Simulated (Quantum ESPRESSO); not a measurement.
## MnO2 under changes of volume

One of the cells (12.025 Å³/atom); the others are scaled copies at fixed shape and fractional positions:

```
CELL_PARAMETERS angstrom
2.85496 0.00000 0.00000
-1.42748 2.47246 0.00000
0.00000 0.00000 10.22174
ATOMIC_POSITIONS crystal
Mn 0.00000 0.00000 0.50000
Mn 0.00000 0.00000 0.00000
O 0.66667 0.33333 0.40686
O 0.66667 0.33333 0.09314
O 0.33333 0.66667 0.59314
O 0.33333 0.66667 0.90686
```

Measurements of this composition are mostly on another form, of space group No. 136.

```yaml
Program: Quantum ESPRESSO 7.5
Functional: PBEsol
Potentials_or_basis: GBRV 1.5 PBEsol
Cutoff: 612 eV
Density_cutoff: 4898 eV
k_mesh: 11 × 11 × 3
Occupations: fermi-dirac, width 0.05 eV
Spin: collinear spin, ferromagnetic start
Starting_moments: "[4.0, 4.0, 0.0, 0.0, 0.0, 0.0] μB"
```

| volume (Å³/atom) | energy over the lowest point (meV/atom) | pressure (GPa) | gap on the mesh (eV) |
| --- | --- | --- | --- |
| 11.304 | 19.47 | 10.8 | 0.57 |
| 11.544 | 6.62 | 6.1 | 0.65 |
| 11.785 | 0.33 | 2.0 | 0.73 |
| 12.025 | 0.00 | -1.7 | 0.81 |
| 12.266 | ? | ? | ? |
| 12.507 | 14.76 | -8.0 | 0.95 |
| 12.747 | 28.72 | -10.7 | 1.01 |

What does the run at 12.266 Å³/atom give?

Energy over the lowest point 5.04 meV/atom; pressure -5.1 GPa; gap on the mesh 0.88 eV.

Worked out: A Birch-Murnaghan fit of order 3 (a polynomial in V^(-2/3)) to the other rows has its minimum at 11.92 Å³/atom with B0 = V·E''(V) = 184 GPa and B' = 4.5 at fixed shape and positions, which overstates the stiffness. It gives 4.99 meV/atom at 12.266 Å³/atom, against the run's 5.04, and -dE/dV = -5.0 GPa, against -5.1. A straight line through the other rows of the gap, of slope 3.69 eV per unit of ln V, gives 0.88 eV, against the run's 0.88.

Energies are extrapolated to zero smearing.

Caveats: an odd mesh through Γ misses points on the zone boundary, where band edges often lie; only a ferromagnetic start was run, and an antiferromagnetic order may lie lower in energy.
